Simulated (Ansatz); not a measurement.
## Structures of WSe2: which is lowest?

Plane-wave DFT in Ansatz with scalar-relativistic PAW potentials, cutoff 420 eV, Γ-centred meshes chosen by cell and gap, Gaussian smearing with energies taken to zero width. Every cell was relaxed (cell and atoms) in a run of its own, within the symmetry of its start. Functional: PBE.

Relaxed structures (starts from databases or built by putting these elements on another compound's sites):
A. R-3m, 3 atoms in the computed cell, a = 3.297 Å, c = 20.970 Å; sites (symmetry × multiplicity) W -3m × 3, Se 3m × 6; start: built
B. R3m, 3 atoms in the computed cell, a = 3.321 Å, c = 23.570 Å; sites (symmetry × multiplicity) W 3m × 3, Se 3m × 3 + 3m × 3; start: built
C. P6_3/mmc, 6 atoms in the computed cell, a = 3.321 Å, c = 15.044 Å; sites (symmetry × multiplicity) W -6m2 × 2, Se 3m. × 4; start: database

Question: Rank them by energy. Could pressure change the order?

Answer:
| structure | group | E − E(lowest) (meV/atom) | V (Å³/atom) | gap on mesh (eV) |
| --- | --- | --- | --- | --- |
| C | P6_3/mmc | 0.0 | 23.95 | 1.46 |
| B | R3m | 0.2 | 25.01 | 1.55 |
| A | R-3m | 254 | 21.93 | 0.00 |

C and B are level within the 2 meV/atom that separate runs leave open. A is denser by 2.02 Å³/atom, so pressure favours it: ΔE/ΔV, with ΔE in eV and 1 eV/Å³ = 160.2 GPa, gives about 20 GPa for equal enthalpy if both cells were rigid; at such pressures compression changes ΔV much, so this is a scale only. Without a dispersion term the weakly bound lowest cell is too large, so ΔV and this pressure are artefacts in part: a slight pressure closes the gap between layers first. Other structures may lie lower than all of these, and vibrations aren't counted.

Spin-orbit coupling is left out, which matters for the bands of heavy elements. An odd mesh misses points on the zone edge, so a gap read on it can be too wide. Each cell of WSe2 holds layers, and where no dispersion correction was added their binding is poorly described.